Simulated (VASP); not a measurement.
A run of VASP 6.6.1 is set up as follows.

Contents of POSCAR:

```
SnO                                     
1.0
    3.7671399713      0.0000000000     -0.0000000000
   -0.0000000000      3.7671399713     -0.0000000000
   -0.0000000000      0.0000000000      4.6366300730
  Sn              O             
     2     2
Direct
     0.2500000000000000    0.2500000000000000    0.2478702468309708
     0.7500000000000000    0.7500000000000000    0.7521297531690292
     0.7500000000000000    0.2500000000000000    0.0000000000000000
     0.2500000000000000    0.7500000000000000    0.0000000000000000
```

Contents of INCAR.step1:

```
SYSTEM = SnO
  PREC = Accurate
  ENCUT = 520
  EDIFF = 1E-6
  ISMEAR = 0
  SIGMA = 0.02
  LREAL = .False.
  LASPH = .True.
  NELM = 100
  ALGO = Normal
  ISIF = 2
  LWAVE = .False.
  LCHARG = .True.
  GGA = CA
```

The input KPOINTS.step1:

```
Automatic mesh
0
Gamma
  10 10 8
  0 0 0
```

The input INCAR.step2:

```
SYSTEM = SnO
  PREC = Accurate
  ENCUT = 520
  EDIFF = 1E-6
  ISMEAR = 0
  SIGMA = 0.05
  LREAL = .False.
  LASPH = .True.
  NELM = 100
  ALGO = Normal
  ISIF = 2
  LWAVE = .False.
  LCHARG = .False.
  GGA = CA
  ICHARG = 11
```

KPOINTS.step2

```
path GXMGZRAZ,XR,MA
10
line-mode
reciprocal
 0.0000000000  0.0000000000  0.0000000000  G
 0.0000000000  0.5000000000  0.0000000000  X

 0.0000000000  0.5000000000  0.0000000000  X
 0.5000000000  0.5000000000  0.0000000000  M

 0.5000000000  0.5000000000  0.0000000000  M
 0.0000000000  0.0000000000  0.0000000000  G

 0.0000000000  0.0000000000  0.0000000000  G
 0.0000000000  0.0000000000  0.5000000000  Z

 0.0000000000  0.0000000000  0.5000000000  Z
 0.0000000000  0.5000000000  0.5000000000  R

 0.0000000000  0.5000000000  0.5000000000  R
 0.5000000000  0.5000000000  0.5000000000  A

 0.5000000000  0.5000000000  0.5000000000  A
 0.0000000000  0.0000000000  0.5000000000  Z

 0.0000000000  0.5000000000  0.0000000000  X
 0.0000000000  0.5000000000  0.5000000000  R

 0.5000000000  0.5000000000  0.0000000000  M
 0.5000000000  0.5000000000  0.5000000000  A
```

Potentials or basis: VASP PAW LDA potentials, release 64 (Sn_d, O).

Launch:

```bash
$ cat potpaw_LDA.64/Sn_d/POTCAR potpaw_LDA.64/O/POTCAR > POTCAR
$ cp INCAR.step1 INCAR
$ cp KPOINTS.step1 KPOINTS
$ mpirun -np 1 vasp_std > vasp.out
$ cp INCAR.step2 INCAR
$ cp KPOINTS.step2 KPOINTS
$ mpirun -np 1 vasp_std > vasp.out
```

Problem. Estimate the band gap along the path.

Solution. None (metal or under the smearing width).

Levels at the corners of the path, in eV from the Fermi level:
```
point  band 18  band 19  band 20  band 21  band 22  band 23
    Γ    -3.33    -3.33    -0.02     2.30     4.45     4.45
    X    -5.09    -2.96    -2.96     3.37     3.37     5.81
    X    -5.09    -2.96    -2.96     3.37     3.37     5.81
    M    -2.64    -1.97    -1.97    -0.27    -0.27     4.42
    M    -2.64    -1.97    -1.97    -0.27    -0.27     4.42
    Γ    -3.33    -3.33    -0.02     2.30     4.45     4.45
    Γ    -3.33    -3.33    -0.02     2.30     4.45     4.45
    Z    -3.35    -2.77    -2.32     1.54     2.57     2.57
    Z    -3.35    -2.77    -2.32     1.54     2.57     2.57
    R    -5.03    -1.83    -1.83     2.77     2.77     5.20
    R    -5.03    -1.83    -1.83     2.77     2.77     5.20
    A    -2.99    -2.64    -2.64     2.20     2.20     4.37
    A    -2.99    -2.64    -2.64     2.20     2.20     4.37
    Z    -3.35    -2.77    -2.32     1.54     2.57     2.57
    X    -5.09    -2.96    -2.96     3.37     3.37     5.81
    R    -5.03    -1.83    -1.83     2.77     2.77     5.20
    M    -2.64    -1.97    -1.97    -0.27    -0.27     4.42
    A    -2.99    -2.64    -2.64     2.20     2.20     4.37
```

Caveat: the log is that of the step along the path at fixed density, whose energy, stress, charges and moments have no meaning; spin-orbit coupling is left out, which moves the levels of the heavy elements.
